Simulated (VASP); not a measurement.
C: single point with r2SCAN

Crystal: C.

```
C
1.0
     2.51000    0.00000    0.00000
    -1.25500    2.17372    0.00000
     0.00000    0.00000    4.16000
C
4
Direct
  0.33333 0.66667 0.06971
  0.66667 0.33333 0.56971
  0.66667 0.33333 0.93029
  0.33333 0.66667 0.43029
```

The cell was built by a generator and needn't be a form met in nature.

The cell isn't the ideal one: bond along c 1.5 Å in the measured cell.

```
Program             : VASP 6.6.1
Task                : single point
Functional          : r2SCAN
Potentials or basis : VASP PAW PBE potentials, release 64 (C)
Cutoff              : 520 eV
k mesh              : 12 × 12 × 8
Occupations         : gaussian, width 0.01 eV
Spin                : no spin polarisation
```

The pressure is 0.1 GPa, the largest force is 2.396 eV/Å and the band gap on the k mesh is 2.24 eV, indirect (least direct gap 4.16 eV).

Forces on the atoms (eV/Å):
```
C    0.000  0.000 -2.396
C    0.000  0.000 -2.396
C    0.000  0.000  2.396
C    0.000  0.000  2.396
```

Stress tensor (GPa, compression positive):
```
-2.91  0.00  0.00
 0.00 -2.91  0.00
 0.00  0.00  6.17
```

Levels at points of the mesh, in eV from the valence-band top:
| k point | band 4 | band 5 | band 6 | band 7 | band 8 | band 9 | band 10 | band 11 | band 12 | band 13 |
| --- | --- | --- | --- | --- | --- | --- | --- | --- | --- | --- |
| (0.00, 0.00, 0.00) | -3.73 | -3.73 | -2.10 | 0.00 | 0.00 | 4.16 | 4.16 | 6.16 | 7.89 | 9.63 |
| (0.50, 0.00, 0.00) | -10.80 | -10.80 | -7.37 | -7.25 | -3.33 | 4.20 | 7.06 | 7.06 | 8.61 | 11.76 |
| (0.00, 0.00, 0.50) | -8.38 | -2.32 | -2.32 | -2.32 | -2.32 | 6.99 | 6.99 | 6.99 | 6.99 | 7.74 |
| (0.50, 0.00, 0.50) | -14.12 | -6.07 | -6.07 | -5.70 | -5.70 | 5.43 | 5.43 | 6.81 | 6.81 | 11.94 |

Run time: 43 s on 1 thread of Intel(R) Xeon(R) 6975P-C (Granite Rapids), with other jobs on the host, peak memory 0.14 GiB.

Caveat: the PAW data sets were made with another functional, which shifts forces and pressure a little. A k mesh can miss the band edges.
